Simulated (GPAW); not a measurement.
This GPAW 26.7.0 run on I needs a look.

Contents of run.py:

```python
from ase.dft.bandgap import bandgap
from ase.io import read, write
from ase.units import GPa
from gpaw import GPAW, PW

atoms = read('I.xyz')

calc = GPAW(mode=PW(600),
            xc='LDA',
            kpts={'size': (8, 8, 8), 'gamma': True},
            occupations={'name': 'fermi-dirac', 'width': 0.05},
            nbands=10,
            convergence={'density': 1e-05, 'energy': 1e-05},
            maxiter=4,
            txt='gpaw.txt')
atoms.calc = calc
energy = atoms.get_potential_energy()
forces = atoms.get_forces()
stress = atoms.get_stress()
calc.write('gs.gpw')
write('result.traj', atoms)
print(f'Energy: {energy:.6f} eV')
print('Forces (eV/A):')
print(forces.round(4))
print('Stress (GPa):', (stress / GPa).round(3))
print('Fermi level:', round(calc.get_fermi_level(), 4), 'eV')
print(f'Gap: {bandgap(calc)[0]:.4f} eV, direct: {bandgap(calc, direct=True)[0]:.4f} eV')
```

The input I.xyz:

```xyz
1
Lattice="0.0000000000 2.3656004428 3.9098401324 2.1922454667 0.0000000000 3.9098401324 2.1922454667 2.3656004428 0.0000000000" Properties=species:S:1:pos:R:3 pbc="T T T"
I      0.0000000000      0.0000000000      0.0000000000
```

Potentials or basis: the program's PAW data sets (release 1.2.1) made for this functional, pw.

The run is started by

```console
$ OMP_NUM_THREADS=1 python run.py
```

gpaw.txt:

```text
__  _  _
 | _ |_)|_||  |
 |__||  | ||/\| - 26.7.0

Input parameters:
  mode=PW(ecut=600.0),
  convergence={'density': 1e-05, 'energy': 1e-05},
  kpts=MonkhorstPack(size=(8, 8, 8), gamma=True),
  maxiter=4,
  nbands=10,
  occupations=Occupations(name='fermi-dirac', width=0.05),
  xc=XC(name='LDA')

Diagonalizing LCAO Hamiltonian
Converting LCAO to pw mode

       I

Atoms  # Å, Bohr magnetons
|   | symbol |        x |        y |        z |    initial magnetic moments |
|---|--------|----------|----------|----------|-----------------------------|
| 0 |      I | 0.000000 | 0.000000 | 0.000000 | ( 0.0000,  0.0000,  0.0000) |

Unit cell  # Å
| periodic |        x |        y |        z |  lengths |    angles |
|----------|----------|----------|----------|----------|-----------|
|      yes | 0.000000 | 2.365600 | 3.909840 | 4.569783 | 70.583691 |
|      yes | 2.192245 | 0.000000 | 3.909840 | 4.482498 | 67.685544 |
|      yes | 2.192245 | 2.365600 | 0.000000 | 3.225214 | 41.730765 |

Number of symmetries: 8
Symmetry operations  # r_c * U_cc + t_c -> r_c
|   | kind |            matrix            |
[... 73 lines left out ...]
    |   5s |  2.000 |     -17.626 |    1.164 |
    |   5p |  5.000 |      -7.241 |    1.164 |
    |    s |        |       9.585 |    1.164 |
    |    p |        |      19.970 |    1.164 |
    |    d |        |       0.000 |    1.164 |

    Using partial waves for I as LCAO basis

Reference energy: -193383.485229  # eV

eigensolver:
  PPCG
  Converge bands: occupied
  niter=2

density mixing:
  MSR1-Mixer
  Pratt-step length: 0.05
  Maximum mixing coefficient: 0.75
  Old densities: 10
  SVD Regularization: 0.005
  Good broyden scale: 1.0
  Trust region scale: 1.0
  Backstep threshold: 4.0
  History deletion threshold: 6.0
  Fourier metric: weight=20.0, sigma=0.015

occupation numbers:
  Fermi-Dirac:
    width: 0.0500  # eV

poisson solver:
  ecut: 4800.0  # eV

xc functional:
  name: None

convergence criteria:
- Maximum integral of absolute [dens]ity change: 1e-05 electrons / valence electron
- Maximum [total energy] change in last 3 cyles: 1e-05 eV / valence electron
- Maximum integral of absolute [eigenst]ate change: 4e-08 eV^2 / valence electron
maximum number of iterations: 4

SCF iterations
|iter     | |      energy | eigst |  dens |
|---------|-|-------------|-------|-------|
|iter:   1| |   -1.917374 | -0.88 |       |
|iter:   2| |   -1.912687 | -2.94 | -1.33 |
|iter:   3| |   -1.874768 | -2.67 | -1.35 |
|iter:   4| |   -1.873355 | -4.06 | -1.99 |
```

On the terminal:

```text
<dir> UserWarning: Initial realspace grid (27,27,20) inconsistent with symmetries.
  warnings.warn(
<dir> UserWarning: Using symmetrized grid: (27,27,27).

  warnings.warn('Using symmetrized grid: ({},{},{}).\n'.format(*N_c))
gpaw.KohnShamConvergenceError
```

How did it end, and where is the flaw?

The calculation stopped without meeting its thresholds. The input holds a flaw that was put in on purpose: too few SCF iterations allowed.
